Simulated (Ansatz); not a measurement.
Space group P4_12_12 (No. 92). a = 5.084 Å, b = 5.084 Å, c = 7.101 Å, α = 90.00°, β = 90.00°, γ = 90.00°
| atom | site | symmetry | x | y | z |
| --- | --- | --- | --- | --- | --- |
| Si | 4a | ..2 | 0.2939 | 0.2939 | 0.0000 |
| O | 8b | 1 | 0.2412 | 0.0935 | 0.1742 |

Equation of state of this SiO₂ structure (not necessarily the ground state), with shape and atoms relaxed at each volume where symmetry leaves them free. Computed with DFT PBE, scalar-relativistic, plane waves, PAW (Ansatz).

Plane waves to 420 eV, a k mesh through Γ of 6×6×4 on the computed 12-atom cell and Gaussian smearing (0.02 eV); no spin polarisation.

```
V (Å³/atom) E − E(largest V) (meV/atom) P (GPa) gap on mesh (eV)
     14.375                         0.43     1.08              5.61
     14.834                        -1.79     0.52              5.56
     15.293                        -2.50    -0.01              5.51
     15.752                        -1.89    -0.46              5.47
     16.211                         0.00    -0.86              5.43
```

Task: Fit a third-order Birch–Murnaghan equation to E(V).

Result: V0 = 15.30 Å³/atom, B0 = 16 GPa, B0' = 2.1.

The gaps are read on the mesh, which can miss the band edges, so they can be too wide.

This form isn't the usual stable structure of the compound, though it has been observed.